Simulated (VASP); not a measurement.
# MoS2 (R-3m) in VASP: equation of state

Aim: energy against volume of MoS2 in PBE, for its equilibrium volume and stiffness.

All numbers are computed with VASP 6.6.1; they aren't measurements. Logs are shortened: lines on timing, memory, paths and dates and some standing lists are left out, and cuts for length are marked.

## (1) The structure

Symmetry: R-3m, No. 166, trigonal system. Conventional cell: a = 3.171 Å, b = 3.171 Å, c = 18.345 Å, α = 90.00°, β = 90.00°, γ = 120.00°. Mo (site symmetry -3m) is surrounded by 6 S at 2.39 Å. Around S (site symmetry 3m) lie 3 Mo at 2.39 Å.

Measurements of this composition are mostly on another form, of space group No. 194.

## (2) Equation of state, PBE, 16.68 Å³/atom (volume scaled by 0.94)

Contents of INCAR:

```
PREC = Accurate ; ENCUT = 520
EDIFF = 1E-7 ; ISMEAR = -1
SIGMA = 0.05 ; LREAL = False
LASPH = True ; NELM = 80
ALGO = Normal ; ISIF = 2
LWAVE = False ; LCHARG = False
GGA = PE ; NBANDS = 20
```

Contents of KPOINTS:

```
regular mesh
0
Gamma
  10 10 10
```

Contents of POSCAR:

```
MoS2
1.0
    1.5531337754      0.8967022033      5.9901657895
   -1.5531337754      0.8967022033      5.9901657895
    0.0000000000     -1.7934044066      5.9901657895
Mo S
1 2
Direct
    0.0000000000      0.0000000000      0.0000000000
    0.2500000000      0.2500000000      0.2500000000
    0.7500000000      0.7500000000      0.7500000000
```

Potentials or basis: VASP PAW PBE potentials, release 64 (Mo_sv, S).

On the command line:

```sh
$ cat potpaw_PBE.64/Mo_sv/POTCAR potpaw_PBE.64/S/POTCAR > POTCAR
$ mpirun -np 1 vasp_std > vasp.out
```

OUTCAR:

```text
PREC = Accurate
   ENCUT = 520
   EDIFF = 1E-7
   ISMEAR = -1
   LREAL = False
   LASPH = True
   NELM = 80
   ISIF = 2
   GGA = PE

 Found    116 irreducible k-points:

 Following reciprocal coordinates:
            Coordinates               Weight
  0.000000  0.000000  0.000000      1.000000
  0.100000 -0.000000  0.000000      6.000000
  0.200000 -0.000000  0.000000      6.000000
  0.300000  0.000000  0.000000      6.000000
  0.400000 -0.000000 -0.000000      6.000000
  0.500000  0.000000  0.000000      3.000000
   k-points           NKPTS =    116   k-points in BZ     NKDIM =    116   number of bands    NBANDS=     20
   number of dos      NEDOS =    301   number of ions     NIONS =      3
   total plane-waves  NPLWV = 110592
   dimension x,y,z NGX =    48 NGY =   48 NGZ =   48
   dimension x,y,z NGXF=    96 NGYF=   96 NGZF=   96
   ions per type =               1   2
   NGX,Y,Z   is equivalent  to a cutoff of  12.76, 12.76, 12.76 a.u.
   NGXF,Y,Z  is equivalent  to a cutoff of  25.52, 25.52, 25.52 a.u.
 SYSTEM =  unknown system
   PREC   = accura    normal or accurate (medium, high low for compatibility)
   ISTART =      0    job   : 0-new  1-cont  2-samecut
   ICHARG =      2    charge: 1-file 2-atom 10-const
   ISPIN  =      1    spin polarized calculation?
   LNONCOLLINEAR =      F non collinear calculations
   LSORBIT =      F    spin-orbit coupling
   LASPH  =      T    aspherical Exc in radial PAW
   ENCUT  =  520.0 eV  38.22 Ry    6.18 a.u.  11.63 11.63 11.63*2*pi/ulx,y,z
   NELM   =     80;   NELMIN=  2; NELMDL= -5     # of ELM steps
   EDIFF  = 0.1E-06   stopping-criterion for ELM
   LREAL  =      F    real-space projection
[... 7 lines left out ...]
   TEBEG  =    0.0;   TEEND  =   0.0 temperature during run
   PSTRESS=    0.0 pullay stress
   NELECT =      26.0000    total number of electrons
   NUPDOWN=      -1.0000    fix difference up-down
   EMIN   =  10.00;   EMAX   =-10.00  energy-range for DOS
   EFERMI =   0.00;   METHOD = LEGACY
   ISMEAR =    -1;   SIGMA  =   0.05  broadening in eV -4-tet -1-fermi 0-gaus
   EFERMI_NEDOS =   21; number of points for ismear=-14 and -15
   IALGO  =     38    algorithm
   IMIX   =      4    mixing-type and parameters
     AMIX     =   0.40;   BMIX     =  1.00
     AMIX_MAG =   1.60;   BMIX_MAG =  1.00
  volume/ion in A,a.u.               =      16.68       112.60
  Fermi-wavevector in a.u.,A,eV,Ry     =   1.315983  2.486847 23.562716  1.731811
  Thomas-Fermi vector in A             =   2.446127
   LORBIT       =      0    0 simple, 1 ext, 2 COOP (PROOUT), +10 PAW based schemes
   GGA     = PE    functional components
   LHFCALC =     F    Hartree Fock is set to
   AEXX    =    0.0000 exact exchange contribution
   IVDW    =     0    specifies the selected vdW correction
   LEPSILON=     F    determine dielectric tensor
   LRPA    =     F    only Hartree local field effects (RPA)
 non-spin polarized calculation
  energy-cutoff  :      520.00
  volume of cell :       50.05
 maximum number of plane-waves:      1366
   NGX = 23   NGY = 23   NGZ = 23

 number of electron      26.0000001 magnetization

 Free energy of the ion-electron system (eV)
  ---------------------------------------------------
  ext. energy  EPLUGINS =         0.00000000
  ---------------------------------------------------
  free energy    TOTEN  =       -20.68586519 eV

  energy without entropy =      -20.68012997  energy(sigma->0) =      -20.68299758

 E-fermi :   8.6725     XC(G=0): -11.1364

 val. band max:        8.6461498988   @ k =   0.1000  -0.0000   0.0000
 cond. band min:       8.6794964873   @ k =   0.1000   0.1000   0.0000
 fundamental gap:      0.0333465885
 Fermi energy:         8.6725438132

 k-point     1 :       0.0000    0.0000    0.0000
  band No.  band energies     occupation
      1     -53.1408      2.00000
      2     -27.2877      2.00000
      3     -27.1252      2.00000
      4     -27.1252      2.00000
      5      -6.9958      2.00000
      6      -5.1498      2.00000
[... 12 lines left out ...]
     19      16.0209      0.00000
     20      18.2171      0.00000

 k-point     2 :       0.1000   -0.0000    0.0000
  band No.  band energies     occupation
      1     -53.1356      2.00000
      2     -27.2776      2.00000
      3     -27.1746      2.00000
      4     -27.1363      2.00000
      5      -6.8147      2.00000
      6      -5.1283      2.00000
[... 12 lines left out ...]
     19      16.5471      0.00000
     20      17.7328      0.00000

 k-point     3 :       0.2000   -0.0000    0.0000
  band No.  band energies     occupation
      1     -53.1221      2.00000
      2     -27.3027      2.00000
      3     -27.2506      2.00000
      4     -27.1651      2.00000
      5      -6.3146      2.00000
      6      -5.0587      2.00000
[... 12 lines left out ...]
     19      17.1176      0.00000
     20      17.9151      0.00000

 k-point     4 :       0.3000    0.0000    0.0000
  band No.  band energies     occupation
      1     -53.1054      2.00000
      2     -27.4570      2.00000
      3     -27.2176      2.00000
      4     -27.2005      2.00000
      5      -5.6726      2.00000
      6      -4.8818      2.00000
[... 12 lines left out ...]
     19      16.5571      0.00000
     20      18.0486      0.00000

 k-point     5 :       0.4000   -0.0000   -0.0000
  band No.  band energies     occupation
      1     -53.0918      2.00000
      2     -27.5794      2.00000
      3     -27.2289      2.00000
      4     -27.1907      2.00000
      5      -5.3110      2.00000
      6      -4.4093      2.00000
[... 12 lines left out ...]
     19      16.1891      0.00000
     20      16.4340      0.00000

 k-point     6 :       0.5000    0.0000    0.0000
  band No.  band energies     occupation
      1     -53.0866      2.00000
      2     -27.6256      2.00000
      3     -27.2398      2.00000
      4     -27.1803      2.00000
      5      -5.2420      2.00000
      6      -4.0801      2.00000
[... 12 lines left out ...]
     19      15.6607      0.00000
     20      16.2950      0.00000

 [... further k-points ...]
[... 5 lines left out ...]
  --------------------------------------------------------------------------------------
  -------------------------------------------------------------------------------------
  Total        5.4301455      5.4301455      7.3300157      0.0000000      0.0000000      0.0000000
  in kB      173.8100383    173.8100383    234.6217617      0.0000000      0.0000000      0.0000000
  external PRESSURE =     194.0806128 kB  Pullay stress =       0.0000000 kB

 VOLUME and BASIS-vectors are now :
 -----------------------------------------------------------------------------
  energy-cutoff  :      520.00
  volume of cell :       50.05
      direct lattice vectors                 reciprocal lattice vectors
     1.553133775  0.896702203  5.990165789     0.321929771  0.185866240  0.055646763
    -1.553133775  0.896702203  5.990165789    -0.321929771  0.185866240  0.055646763
     0.000000000 -1.793404407  5.990165789     0.000000000 -0.371732479  0.055646763

 POSITION                                       TOTAL-FORCE (eV/Angst)
 -----------------------------------------------------------------------------------
      0.00000      0.00000      0.00000         0.000000     -0.000000      0.000000
      0.00000      0.00000      4.49262         0.000000      0.000000     -2.203661
      0.00000      0.00000     13.47787         0.000000     -0.000000      2.203661
 -----------------------------------------------------------------------------------
    total drift:                               -0.000000     -0.000000      0.000000

  FREE ENERGIE OF THE ION-ELECTRON SYSTEM (eV)
  ---------------------------------------------------
  free  energy   TOTEN  =       -20.6858651895 eV

  energy  without entropy=      -20.6801299661  energy(sigma->0) =      -20.68299758
```

Run time: 5 min. Hardware: 1 thread of Intel Xeon Platinum 8559C (Emerald Rapids), shared host; peak memory 0.36 GiB.

Results:

```
Free energy            : -20.6859 eV
Pressure               : 19.4 GPa
Largest force          : 2.204 eV/Å
Band gap on the k mesh : none (metal or under the smearing width)
```

Caveat: the cell's inner coordinates are idealised or old, which leaves forces on the atoms.

## (3) Equation of state, PBE, 17.04 Å³/atom (volume scaled by 0.96)

Contents of INCAR:

```
SYSTEM = MoS2
PREC     = Accurate       ! precision mode
ENCUT    = 520            ! plane-wave cutoff, eV
EDIFF    = 1E-7           ! SCF threshold, eV
ISMEAR   = -1             ! smearing method
SIGMA    = 0.05           ! smearing width, eV
LREAL    = .False.        ! projectors in reciprocal space
LASPH    = .True.         ! aspherical terms in the spheres
NELM     = 100            ! most SCF steps
ALGO     = Normal         ! electronic algorithm
ISIF     = 2              ! what is computed and relaxed
LWAVE    = .False.        ! write WAVECAR
LCHARG   = .False.        ! write CHGCAR
GGA      = PE             ! functional
NBANDS   = 20             ! bands
```

Contents of KPOINTS:

```
regular mesh
0
Gamma
  10 10 10
  0 0 0
```

Contents of POSCAR:

```
MoS2
1.0
    1.5640716975      0.9030172156      6.0323514456
   -1.5640716975      0.9030172156      6.0323514456
    0.0000000000     -1.8060344312      6.0323514456
Mo S
1 2
Direct
    0.0000000000      0.0000000000      0.0000000000
    0.2500000000      0.2500000000      0.2500000000
    0.7500000000      0.7500000000      0.7500000000
```

Potentials or basis: VASP PAW PBE potentials, release 64 (Mo_sv, S).

On the command line:

```sh
$ cat potpaw_PBE.64/Mo_sv/POTCAR potpaw_PBE.64/S/POTCAR > POTCAR
$ mpirun -np 1 vasp_std > vasp.out
```

Run time: 5.2 min. Hardware: 1 thread of Intel Xeon Platinum 8559C (Emerald Rapids), shared host; peak memory 0.37 GiB.

It converged, with:

```
Free energy            : -20.8008 eV
Pressure               : 15.1 GPa
Largest force          : 1.770 eV/Å
Band gap on the k mesh : none (metal or under the smearing width)
```

Caveat: the cell's inner coordinates are idealised or old, which leaves forces on the atoms.

## (4) Equation of state, PBE, 17.39 Å³/atom (volume scaled by 0.98)

Contents of INCAR:

```
  ALGO = Normal
  EDIFF = 1E-7
  ENCUT = 520
  GGA = PE
  ISIF = 2
  ISMEAR = -1
  LASPH = True
  LCHARG = False
  LREAL = False
  LWAVE = False
  NBANDS = 20
  NELM = 80
  PREC = Accurate
  SIGMA = 0.05
```

Contents of KPOINTS:

```
k-points
0
Gamma
  10 10 10
```

Contents of POSCAR:

```
MoS2
1.0
    1.5748587398      0.9092451173      6.0739551840
   -1.5748587398      0.9092451173      6.0739551840
    0.0000000000     -1.8184902347      6.0739551840
Mo S
1 2
Direct
    0.0000000000      0.0000000000      0.0000000000
    0.2500000000      0.2500000000      0.2500000000
    0.7500000000      0.7500000000      0.7500000000
```

On the command line:

```sh
$ cat potpaw_PBE.64/Mo_sv/POTCAR potpaw_PBE.64/S/POTCAR > POTCAR
$ mpirun -np 1 vasp_std > vasp.out
```

Wall time 5.3 min (1 thread of Intel Xeon Platinum 8559C (Emerald Rapids), shared host); peak memory 0.36 GiB.

Results (log left out):

```
Free energy            : -20.8888 eV
Pressure               : 11.3 GPa
Largest force          : 1.367 eV/Å
Band gap on the k mesh : none (metal or under the smearing width)
```

Caveat: the cell's inner coordinates are idealised or old, which leaves forces on the atoms.

## (5) Equation of state, PBE, 18.10 Å³/atom (volume scaled by 1.02)

Contents of INCAR:

```
SYSTEM = MoS2
PREC = Accurate
ENCUT = 520
EDIFF = 1E-7
ISMEAR = -1
SIGMA = 0.05
LREAL = .FALSE.
LASPH = .TRUE.
NELM = 80
ALGO = Normal
ISIF = 2
LWAVE = .FALSE.
LCHARG = .FALSE.
GGA = PE
NBANDS = 20
```

Contents of KPOINTS:

```
Automatic mesh
0
G
  10 10 10
  0 0 0
```

Contents of POSCAR:

```
MoS2
1.0
    1.5960003060      0.9214512063      6.1554945136
   -1.5960003060      0.9214512063      6.1554945136
    0.0000000000     -1.8429024126      6.1554945136
Mo S
1 2
Direct
    0.0000000000      0.0000000000      0.0000000000
    0.2500000000      0.2500000000      0.2500000000
    0.7500000000      0.7500000000      0.7500000000
```

On the command line:

```sh
$ cat potpaw_PBE.64/Mo_sv/POTCAR potpaw_PBE.64/S/POTCAR > POTCAR
$ mpirun -np 1 vasp_std > vasp.out
```

It took 5.2 min on 1 thread of Intel Xeon Platinum 8559C (Emerald Rapids), shared host; peak memory 0.37 GiB.

Results (log left out):

```
Free energy            : -20.9940 eV
Pressure               : 4.7 GPa
Largest force          : 0.648 eV/Å
Band gap on the k mesh : none (metal or under the smearing width)
```

Caveat: the cell's inner coordinates are idealised or old, which leaves forces on the atoms.

## (6) Equation of state, PBE, 18.46 Å³/atom (volume scaled by 1.04)

Contents of INCAR:

```
SYSTEM = MoS2
PREC = Accurate
ENCUT = 520
EDIFF = 1E-7
ISMEAR = -1
SIGMA = 0.05
LREAL = .False.
LASPH = .True.
NELM = 100
ALGO = Normal
ISIF = 2
LWAVE = .False.
LCHARG = .False.
GGA = PE
NBANDS = 20
```

Contents of KPOINTS:

```
regular mesh
0
Gamma
  10 10 10
  0 0 0
```

Contents of POSCAR:

```
MoS2
1.0
    1.6063642348      0.9274348234      6.1954663772
   -1.6063642348      0.9274348234      6.1954663772
    0.0000000000     -1.8548696467      6.1954663772
Mo S
1 2
Direct
    0.0000000000      0.0000000000      0.0000000000
    0.2500000000      0.2500000000      0.2500000000
    0.7500000000      0.7500000000      0.7500000000
```

Potentials or basis: VASP PAW PBE potentials, release 64 (Mo_sv, S).

On the command line:

```sh
$ cat potpaw_PBE.64/Mo_sv/POTCAR potpaw_PBE.64/S/POTCAR > POTCAR
$ mpirun -np 1 vasp_std > vasp.out
```

OUTCAR:

```text
SYSTEM = MoS2
   PREC = Accurate
   ENCUT = 520
   EDIFF = 1E-7
   ISMEAR = -1
   LREAL = .False.
   LASPH = .True.
   NELM = 100
   ISIF = 2
   GGA = PE

 Found    116 irreducible k-points:

 Following reciprocal coordinates:
            Coordinates               Weight
  0.000000  0.000000  0.000000      1.000000
  0.100000  0.000000  0.000000      6.000000
  0.200000  0.000000  0.000000      6.000000
  0.300000  0.000000  0.000000      6.000000
  0.400000  0.000000  0.000000      6.000000
  0.500000  0.000000  0.000000      3.000000
   k-points           NKPTS =    116   k-points in BZ     NKDIM =    116   number of bands    NBANDS=     20
   number of dos      NEDOS =    301   number of ions     NIONS =      3
   total plane-waves  NPLWV = 110592
   dimension x,y,z NGX =    48 NGY =   48 NGZ =   48
   dimension x,y,z NGXF=    96 NGYF=   96 NGZF=   96
   ions per type =               1   2
   NGX,Y,Z   is equivalent  to a cutoff of  12.34, 12.34, 12.34 a.u.
   NGXF,Y,Z  is equivalent  to a cutoff of  24.68, 24.68, 24.68 a.u.
 SYSTEM =  MoS2
   PREC   = accura    normal or accurate (medium, high low for compatibility)
   ISTART =      0    job   : 0-new  1-cont  2-samecut
   ICHARG =      2    charge: 1-file 2-atom 10-const
   ISPIN  =      1    spin polarized calculation?
   LNONCOLLINEAR =      F non collinear calculations
   LSORBIT =      F    spin-orbit coupling
   LASPH  =      T    aspherical Exc in radial PAW
   ENCUT  =  520.0 eV  38.22 Ry    6.18 a.u.  12.02 12.02 12.02*2*pi/ulx,y,z
[... 48 lines left out ...]

 E-fermi :   7.2893     XC(G=0): -10.6307

 val. band max:        7.2650690893   @ k =   0.1000   0.1000   0.0000
 cond. band min:       7.3132116665   @ k =   0.2000   0.1000   0.1000
 fundamental gap:      0.0481425773
 Fermi energy:         7.2892821975

 k-point     1 :       0.0000    0.0000    0.0000
  band No.  band energies     occupation
      1     -54.5335      2.00000
      2     -28.5703      2.00000
      3     -28.5320      2.00000
      4     -28.5320      2.00000
      5      -7.6508      2.00000
      6      -6.1428      2.00000
[... 127 lines left out ...]
     19      14.2383      0.00000
     20      14.4349      0.00000

 [... further k-points ...]
[... 5 lines left out ...]
  --------------------------------------------------------------------------------------
  -------------------------------------------------------------------------------------
  Total        0.2359368      0.2359368      1.4236270      0.0000000      0.0000000      0.0000000
  in kB        6.8258015      6.8258015     41.1864274      0.0000000      0.0000000      0.0000000
  external PRESSURE =      18.2793435 kB  Pullay stress =       0.0000000 kB

 VOLUME and BASIS-vectors are now :
 -----------------------------------------------------------------------------
  energy-cutoff  :      520.00
  volume of cell :       55.38
      direct lattice vectors                 reciprocal lattice vectors
     1.606364235  0.927434823  6.195466377     0.311261910  0.179707148  0.053802783
    -1.606364235  0.927434823  6.195466377    -0.311261910  0.179707148  0.053802783
     0.000000000 -1.854869647  6.195466377     0.000000000 -0.359414295  0.053802783

 POSITION                                       TOTAL-FORCE (eV/Angst)
 -----------------------------------------------------------------------------------
      0.00000      0.00000      0.00000         0.000000      0.000000      0.000000
      0.00000      0.00000      4.64660         0.000000     -0.000000     -0.325471
      0.00000      0.00000     13.93980         0.000000      0.000000      0.325471
 -----------------------------------------------------------------------------------
    total drift:                               -0.000000      0.000000      0.000000

  FREE ENERGIE OF THE ION-ELECTRON SYSTEM (eV)
  ---------------------------------------------------
  free  energy   TOTEN  =       -21.0158358163 eV

  energy  without entropy=      -21.0094687353  energy(sigma->0) =      -21.01265228
```

stdout:

```text
POSCAR found type information on POSCAR MoS
 POSCAR found :  2 types and       3 ions
 scaLAPACK will be used
 LDA part: xc-table for (Slater+PW92), standard interpolation
 POSCAR, INCAR and KPOINTS ok, starting setup
 FFT: planning ... GRIDC
 FFT: planning ... GRID_SOFT
 FFT: planning ... GRID
 WAVECAR not read
 entering main loop
```

Run time: 6.5 min. Hardware: 1 thread of Intel Xeon Platinum 8559C (Emerald Rapids), shared host; peak memory 0.38 GiB.

Results:

- Free energy: -21.0158 eV
- Pressure: 1.8 GPa
- Largest force: 0.325 eV/Å
- Band gap on the k mesh: none (metal or under the smearing width)

Caveat: the cell's inner coordinates are idealised or old, which leaves forces on the atoms.

## (7) Equation of state, PBE, 18.81 Å³/atom (volume scaled by 1.06)

INCAR, as its differences from that of step 6:

```diff
@@ -8,3 +8,3 @@
 LASPH = .True.
-NELM = 100
+NELM = 80
 ALGO = Normal
```

KPOINTS is that of step 6.

Contents of POSCAR:

```
MoS2
1.0
    1.6165961300      0.9333422108      6.2349290104
   -1.6165961300      0.9333422108      6.2349290104
    0.0000000000     -1.8666844216      6.2349290104
Mo S
1 2
Direct
    0.0000000000      0.0000000000      0.0000000000
    0.2500000000      0.2500000000      0.2500000000
    0.7500000000      0.7500000000      0.7500000000
```

On the command line:

```sh
$ cat potpaw_PBE.64/Mo_sv/POTCAR potpaw_PBE.64/S/POTCAR > POTCAR
$ mpirun -np 1 vasp_std > vasp.out
```

Wall time 6 min (1 thread of Intel Xeon Platinum 8559C (Emerald Rapids), shared host); peak memory 0.38 GiB.

It converged, with:

| Property | Result |
| --- | --- |
| Free energy | -21.0197 eV |
| Pressure | -0.7 GPa |
| Largest force | 0.026 eV/Å |
| Band gap on the k mesh | none (metal or under the smearing width) |

Caveat: the cell's inner coordinates are idealised or old, which leaves forces on the atoms.

## (8) Equation of state, PBE

Potentials or basis: VASP PAW PBE potentials, release 64 (Mo_sv, S).

No new run: the results of the series are fitted here.

Results:

```yaml
Equilibrium_volume: 18.72 Å³/atom
Bulk_modulus_at_fixed_shape_and_positions: 132 GPa
Pressure_derivative_of_the_bulk_modulus: 4.3
```

Energy against volume, from the lowest point:
| volume (Å³/atom) | energy (meV/atom) |
| --- | --- |
| 16.685 | 111.29 |
| 17.040 | 72.96 |
| 17.395 | 43.64 |
| 17.750 | 22.44 |
| 18.105 | 8.56 |
| 18.460 | 1.30 |
| 18.815 | 0.00 |

Caveat: the cell was scaled at fixed shape and fractional positions, which overstates the stiffness of a crystal with free parameters, most of all of layers and chains; the cell's inner coordinates are idealised or old, which leaves forces on the atoms.
